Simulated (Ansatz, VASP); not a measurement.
# Zr (linear Zr chain): VASP beside Ansatz, part 2 of 2

One calculation is typed for both programs; each brings its own data sets. How far apart do they land? The structure shown is the end of the Ansatz relaxation below.

VASP 6.6.1 and Ansatz 0.2.0.

So far: The structure; Ansatz: relaxation, LDA; VASP: single point, LDA.

## (3) VASP: single point, LDA (continued)

Level of this step: LDA, spin-polarised from a ferromagnetic start; plane waves and PAW (Zr_sv) (VASP).

Numbers of over 12 decimals in the logs are rounded to 6 here.

OUTCAR, selected parts (step 3):

```text
ion  position               nearest neighbor table
   1  0.500  0.500  0.000-

  LATTYP: Found a simple tetragonal cell.
 ALAT       =     7.5000000000
 C/A-ratio  =     0.3275971100

 Subroutine GETGRP returns: Found 16 space group operations
 (whereof 16 operations were pure point group operations)

The static configuration has the point symmetry D_4h.

 Found     13 irreducible k-points:

   k-points           NKPTS =     13   k-points in BZ     NKDIM =     13   number of bands    NBANDS=     13

   dimension x,y,z NGX =    56 NGY =   56 NGZ =   18
   dimension x,y,z NGXF=   112 NGYF=  112 NGZF=   36

   ENCUT  =  500.0 eV  36.75 Ry    6.06 a.u.  13.67 13.67  4.48*2*pi/ulx,y,z

   NELECT =      12.0000    total number of electrons

 k-points in reciprocal lattice and weights: Automatic mesh
   0.00000000  0.00000000  0.00000000       0.040
   0.00000000  0.00000000  0.04000000       0.080
   0.00000000  0.00000000  0.08000000       0.080
   0.00000000  0.00000000  0.12000000       0.080
   0.00000000  0.00000000  0.16000000       0.080
   0.00000000  0.00000000  0.20000000       0.080
   0.00000000  0.00000000  0.24000000       0.080
   0.00000000  0.00000000  0.28000000       0.080
   0.00000000  0.00000000  0.32000000       0.080
   0.00000000  0.00000000  0.36000000       0.080
   0.00000000  0.00000000  0.40000000       0.080
   0.00000000  0.00000000  0.44000000       0.080
   0.00000000  0.00000000  0.48000000       0.080

 average (electrostatic) potential at core
       1 -85.0846

 E-fermi :  -1.6182

 spin component 1
 k-point     1 :       0.0000    0.0000    0.0000
  band No.  band energies     occupation
    ...
      4     -26.4333      1.00000
      5      -4.0381      1.00000
      6      -3.1232      1.00000
      7      -1.8447      0.98933
      8      -1.7478      0.93030
      9      -0.0412      0.00000
     10      -0.0412      0.00000
     11       1.8325      0.00000
     12       2.8221      0.00000
     13       4.3328      0.00000

 k-point     2 :       0.0000    0.0000    0.0400
  band No.  band energies     occupation
    ...
      4     -26.5085      1.00000
      5      -3.9081      1.00000
      6      -3.0677      1.00000
      7      -1.8163      0.98132
      8      -1.7203      0.88494
      9      -0.0476      0.00000
     10      -0.0476      0.00000
     11       1.8711      0.00000
     12       2.8569      0.00000
     13       4.1154      0.00000

 k-point     3 :       0.0000    0.0000    0.0800
  band No.  band energies     occupation
    ...
      4     -26.7259      1.00000
      5      -3.5567      1.00000
      6      -2.8728      1.00000
      7      -1.7317      0.90627
      8      -1.6382      0.59845
      9      -0.0810      0.00000
     10      -0.0810      0.00000
     11       1.9870      0.00000
     12       2.9609      0.00000
     13       3.6954      0.00000

 k-point     4 :       0.0000    0.0000    0.1200
  band No.  band energies     occupation
    ...
      2     -28.9587      1.00000
      3     -28.9587      1.00000
      4     -27.0624      1.00000
      5      -3.1365      1.00000
      6      -2.4140      1.00000
      7      -1.5928      0.37532
      8      -1.5036      0.09163
      9      -0.1850      0.00000
     10      -0.1850      0.00000
     11       2.1802      0.00000
    ...

 k-point     5 :       0.0000    0.0000    0.1600
  band No.  band energies     occupation
      1     -50.5990      1.00000
      2     -28.9054      1.00000
      3     -28.9054      1.00000
      4     -27.4862      1.00000
      5      -2.7743      1.00000
      6      -1.6076      0.44712
      7      -1.4030      0.01332
      8      -1.3197      0.00255
      9      -0.4205      0.00000
     10      -0.4205      0.00000
    ...

 k-point     6 :       0.0000    0.0000    0.2000
  band No.  band energies     occupation
      1     -50.5202      1.00000
      2     -28.8419      1.00000
      3     -28.8419      1.00000
      4     -27.9619      1.00000
      5      -2.4079      1.00000
      6      -1.1677      0.00012
      7      -1.0920      0.00003
      8      -0.8132      0.00000
      9      -0.8132      0.00000
     10      -0.5713      0.00000
    ...

  Total       -0.4636288     -0.4636288      0.0137868      0.0000000      0.0000000     -0.0000000
  in kB       -5.3747363     -5.3747363      0.1598269      0.0000000      0.0000000     -0.0000000
  external PRESSURE =      -3.5298819 kB  Pullay stress =       0.0000000 kB

  energy-cutoff  :      500.00
  volume of cell :      138.21
      direct lattice vectors                 reciprocal lattice vectors
     7.500000000  0.000000000  0.000000000     0.133333333  0.000000000  0.000000000
     0.000000000  7.500000000  0.000000000     0.000000000  0.133333333  0.000000000
     0.000000000  0.000000000  2.456978325     0.000000000  0.000000000  0.407003998

 POSITION                                       TOTAL-FORCE (eV/Angst)
 -----------------------------------------------------------------------------------
      3.75000      3.75000      0.00000         0.000000      0.000000      0.000000
 -----------------------------------------------------------------------------------
    total drift:                                0.000000      0.000000      0.000000

  FREE ENERGIE OF THE ION-ELECTRON SYSTEM (eV)
  ---------------------------------------------------
  free  energy   TOTEN  =        -5.2958678936 eV

  energy  without entropy=       -5.2680140497  energy(sigma->0) =       -5.28194097

 total charge
# of ion       s       p       d       tot
------------------------------------------
    1        2.232   5.874   2.067  10.173

 magnetization (x)
# of ion       s       p       d       tot
------------------------------------------
    1        0.004   0.002   0.223   0.229

[... 6 further parts left out ...]
```

## (4) Comparison

Known differences besides the potentials themselves: VASP starts from the moments at which Ansatz ended; the cutoff is 420 eV in Ansatz and 500 eV in VASP; VASP's log shows a relativistic correction to its local exchange, Ansatz's none; Ansatz's pressure holds a Pulay correction, VASP's none; site moments are counted in spheres of each program's own size. Total energies have different zeros and are not compared.

Both answers:

```tsv
quantity	Ansatz	VASP	difference
pressure (GPa)	-0.35	-0.35	0.00
total moment (μB)	0.39	0.37	+0.01
moment on Zr1 (μB)	0.16	0.23	-0.07
```

## (5) Summary of results

- difference in total moment (single point, LDA): 0.014 μB

**Reading.** The difference in total moment is 0.014 μB (single point, LDA). Such differences can come from data sets, numerical settings and the points named under the comparisons, not from the functional's error against experiment.

[Lines on the potential files, build, host, timing and source positions are cut from VASP's logs without a mark.]

[Logs are printed without paths, hosts, clocks, repeated set-up lines and the standing remarks that a program may print on its own settings, such as how far it seeks lower states.]

[Hosts, paths, dates, database ids (printed as entryN), source tags and the programs' standing remarks are cut or masked in the printed files.]
